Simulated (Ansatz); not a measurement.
**ZrC: experiment and calculation**

**Experimental background.**

A printed reference work, monograph reports, for a bulk crystal of ZrC: lattice constant a 4.698 Å.

How close the calculation comes is told below.

All numbers below come from DFT PBE, scalar-relativistic, plane waves, PAW in Ansatz.

Cutoff 420 eV; k points 16×16×16 on the computed 2-atom cell (Γ-centred); Gaussian smearing, width 0.10 eV; no spin polarisation.

Relaxed structure, symmetry kept:

```cif
data_structure
_symmetry_space_group_name_H-M 'Fm-3m'
_symmetry_Int_Tables_number 225
_cell_length_a 4.7088
_cell_length_b 4.7088
_cell_length_c 4.7088
_cell_angle_alpha 90.000
_cell_angle_beta 90.000
_cell_angle_gamma 90.000
_cell_volume 104.41
loop_
_atom_site_label
_atom_site_type_symbol
_atom_site_symmetry_multiplicity
_atom_site_Wyckoff_symbol
_atom_site_fract_x
_atom_site_fract_y
_atom_site_fract_z
_atom_site_occupancy
Zr1 Zr 4 b 0.50000 0.00000 0.00000 1
C1 C 4 a 0.00000 0.00000 0.00000 1
```

| Item | Value |
| --- | --- |
| Space group | Fm-3m (No. 225) |
| Volume per atom | 13.05 Å³ |
| Formation energy from the elements' standard states (uncorrected) | -0.858 eV/atom |
| Kohn–Sham band gap | none (metal) |
| Density of states at the Fermi level | 0.25 states/eV per cell |
| Löwdin character within 0.5 eV of the Fermi level | C 2p 61 %, Zr 4d 35 % |
| Bulk modulus | 222 GPa |
| Its pressure derivative | 4.1 |
| Bader charges (e) | Zr (1 in the cell) 1.89, C (1 in the cell) -1.89 |

Measured lattice constant a of ZrC: 4.698 Å (a printed reference work, monograph). This calculation gives 4.709 Å (+0.2 %). The calculation is for 0 K without zero-point motion.